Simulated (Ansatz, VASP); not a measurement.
## Two plane-wave programs on Be

The input INCAR:

```
PREC = Accurate ; ENCUT = 520
EDIFF = 1E-8 ; ISMEAR = -1
SIGMA = 0.03 ; LREAL = F
LASPH = T ; NELM = 80
ALGO = Normal ; ISIF = 2
LWAVE = F ; LCHARG = F
GGA = PS ; LEFG = T
NBANDS = 7
```

KPOINTS

```
regular mesh
0
Gamma
  23 23 23
```

POSCAR

```
Be
1.0
   -1.2614200074      1.2614200074      1.2614200074
    1.2614200074     -1.2614200074      1.2614200074
    1.2614200074      1.2614200074     -1.2614200074
Be
1
Direct
    0.0000000000      0.0000000000      0.0000000000
```

Input for Ansatz:

```yaml
crystal:
  lattice:
    - [-1.2614200074, 1.2614200074, 1.2614200074]
    - [1.2614200074, -1.2614200074, 1.2614200074]
    - [1.2614200074, 1.2614200074, -1.2614200074]
  atoms:
    - { symbol: Be, position: [0.0, 0.0, 0.0] }
kpoints:
  mp_grid: { grid: [23, 23, 23] }
scf:
  occupations: { method: fermi_dirac, width: 0.03 }
hamiltonian:
  xc: pbesol
  pseudopotentials: { kind: paw }
output:
  forces: true
  stress: true
  eigenvalues: true
  efg: { contact_densities: true }
```

Change from the starting cell: volume scaled by 1.02, PAW files.

Alike in both runs: task electric field gradients; functional PBEsol; k mesh 23 × 23 × 23; occupations fermi-dirac, width 0.03 eV; no spin polarisation.

|  | VASP | Ansatz |
| --- | --- | --- |
| version | VASP 6.6.1 | Ansatz 0.2.0 |
| potentials or method | VASP PAW PBE potentials, release 64 (Be) | PAW with Ansatz's default frozen-core files, scalar-relativistic |
| plane-wave cutoff (eV) | 520 | 420 |
| valence electrons in the cell | 2 | 2 |

```tsv
	VASP	Ansatz	Ansatz less VASP
pressure (GPa)	-3.9	-4.2	-0.35
Vzz of the field gradient on the site that differs most (V/Å²)	0.0	0.0	0.00
```

The functional is the same, so the differences come from potentials, cutoffs and numerics.

Caveats: the PAW data sets were made with another functional, which shifts forces and pressure a little (VASP).
